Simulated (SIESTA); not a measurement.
Here is a SIESTA 5.4.2 calculation.

The input run.py:

```python
from ase import Atoms
from ase.calculators.siesta import Siesta
from ase.units import Ry, GPa

atoms = Atoms(
    ['C'],
    cell=[
        [4.25517, 0.0, 0.0],
        [0.0, 4.25517, 0.0],
        [0.0, 0.0, 1.28229],
    ],
    scaled_positions=[
        [0.5, 0.5, 0.5],
    ],
    pbc=True,
)

fdf = {
    'SCFMustConverge': False,
    'OccupationFunction': 'FD',
    'ElectronicTemperature': '0.05 eV',
    'MaxSCFIterations': '120',
    'SCF.Mixer.Method': 'Pulay',
    'SCF.Mixer.Weight': '0.25',
    'SCF.Mixer.History': '8',
    'SCF.DM.Tolerance': '5.0e-05',
    'SCF.H.Tolerance': '1.0e-03 eV',
    'WriteForces': 'true',
    'Charge.Mulliken': 'end',
    'BandLinesScale': 'ReciprocalLatticeVectors',
    'BandLines': ['  1    0.000000   0.000000   0.000000  \\Gamma', '  5    0.000000   0.500000   0.000000  X', '  5    0.500000   0.500000   0.000000  M', '  7    0.000000   0.000000   0.000000  \\Gamma', ' 16    0.000000   0.000000   0.500000  Z', '  5    0.000000   0.500000   0.500000  R', '  5    0.500000   0.500000   0.500000  A', '  7    0.000000   0.000000   0.500000  Z', '  1    0.000000   0.500000   0.000000  X', ' 16    0.000000   0.500000   0.500000  R', '  1    0.500000   0.500000   0.000000  M', ' 16    0.500000   0.500000   0.500000  A'],
}
calc = Siesta(
    label="C",
    command="siesta < PREFIX.fdf > PREFIX.out",
    pseudo_path="pseudos",
    pseudo_qualifier="",
    xc=('LDA', 'PW92'),
    basis_set="DZP",
    mesh_cutoff=500 * Ry,
    energy_shift=0.003 * Ry,
    kpts=[6, 6, 20],
    spin="non-polarized",
    fdf_arguments=fdf,
)
atoms.calc = calc

print(f"energy = {atoms.get_potential_energy():.6f} eV")
free = atoms.get_potential_energy(force_consistent=True)
print(f"free energy = {free:.6f} eV")
print("forces (eV/A):")
print(atoms.get_forces(apply_constraint=False).round(6))
print("stress (GPa, Voigt order, tension positive):", (atoms.get_stress() / GPa).round(4))
```

Potentials or basis: PseudoDojo 0.4 standard (LDA files), DZP (energy shift 0.003 Ry).

Launch:

```bash
$ python run.py
```

Task: Predict the pressure.

Result: 3.9 GPa.

Task: Predict the band gap on the k mesh.

Result: None (metal or under the smearing width).

Stress tensor (GPa, compression positive):
```
-1.05  0.00  0.00
 0.00 -1.05  0.00
 0.00  0.00 13.78
```

Caveat: the basis of atomic orbitals isn't converged, which shifts pressures, moduli and gaps.
